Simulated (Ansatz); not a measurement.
Relaxed bulk AlNi, space group Pm-3m (No. 221):

```cif
data_structure
_symmetry_space_group_name_H-M 'Pm-3m'
_symmetry_Int_Tables_number 221
_cell_length_a 2.8622
_cell_length_b 2.8622
_cell_length_c 2.8622
_cell_angle_alpha 90.000
_cell_angle_beta 90.000
_cell_angle_gamma 90.000
_cell_volume 23.45
loop_
_atom_site_label
_atom_site_type_symbol
_atom_site_symmetry_multiplicity
_atom_site_Wyckoff_symbol
_atom_site_fract_x
_atom_site_fract_y
_atom_site_fract_z
_atom_site_occupancy
Al1 Al 1 a 0.00000 0.00000 0.00000 1
Ni1 Ni 1 b 0.50000 0.50000 0.50000 1
```

Method: Ansatz 0.2.0, DFT PBEsol, scalar-relativistic, plane waves, PAW. Cutoff 420 eV, k spacing 0.19 to 0.25 Å⁻¹, dipole correction; no spin polarisation.

Slabs with different planes and terminations (top/bottom plane) are cut from it in 1×1 cells and relaxed. Each holds whole formula units counted by Al and an excess Δn of Ni (negative: a deficit); ΔE is its energy over those formula units in the bulk and the excess in the standard state of Ni. The formation energy of AlNi is -1.340 eV a formula unit (uncorrected), so Δμ(Ni) runs from -1.340 eV to 0 if no other compound intervenes.

| slab | A (Å²) | Δn(Ni) | ΔE (eV) |
| --- | --- | --- | --- |
| (100) Al/Al, Al4Ni3 | 8.19 | -1.00 | 2.902 |
| (100) Al/Ni, Al4Ni4 | 8.19 | 0 | 2.672 |
| (110) AlNi/AlNi, Al6Ni6 | 11.59 | 0 | 2.611 |
| (111) Ni/Ni, Al7Ni8 | 14.19 | +1.00 | 3.871 |
| (111) Al/Ni, Al7Ni7 | 14.19 | 0 | 4.041 |

(1) Work out each slab's surface energy at the Ni-rich and Ni-poor ends.

(2) Does the lowest surface change with the conditions?

Only the planes named were cut, so another facet can lie lower still. Reconstructions in larger cells weren't sought.

Spin polarisation was left out, and a magnetic state may lie lower.

## Answers

(1) γ = [ΔE − Δn·Δμ(Ni)]/(2A) × 16.02 J/m² per eV/Å², the mean of both faces:

```
                   slab Ni-rich (J/m²) Ni-poor (J/m²)
    (100) Al/Al, Al4Ni3            2.84            1.53
    (100) Al/Ni, Al4Ni4            2.61            2.61
(110) AlNi/AlNi, Al6Ni6            1.80            1.80
    (111) Ni/Ni, Al7Ni8            2.19            2.94
    (111) Al/Ni, Al7Ni7            2.28            2.28
```

(2) Yes: among these slabs (110) AlNi/AlNi, Al6Ni6 is lowest at the Ni-rich end and (100) Al/Al, Al4Ni3 at the Ni-poor end. Their lines cross where (ΔE − Δn·Δμ)/A is equal, at Δμ(Ni) = -1.06 eV, with γ = 1.80 J/m².

The stoichiometric (110) surface is favoured over most of the range because it is the closest-packed plane of the B2 structure: cutting it breaks comparatively few Al–Ni bonds, and both species remain in the surface layer. The (100) Al/Al slab wins only towards the Ni-poor end, where removing Ni costs least; an Al outer layer also keeps Ni buried, with its d–sp bonding to Al largely intact.

The flat lines of the mixed (100) and (111) slabs don't mean that their individual faces are insensitive to conditions, since opposite dependences cancel in the mean. Taking the Ni face out of the (111) Al/Ni average suggests that an Al-terminated (111) face would also drop below (110) under Ni-poor conditions, so the direct change from (110) to (100) is not secure. Known Al-richer nickel aluminides also cut off the Ni-poor end, and the crossing at -1.06 eV may therefore lie outside the equilibrium range of AlNi.
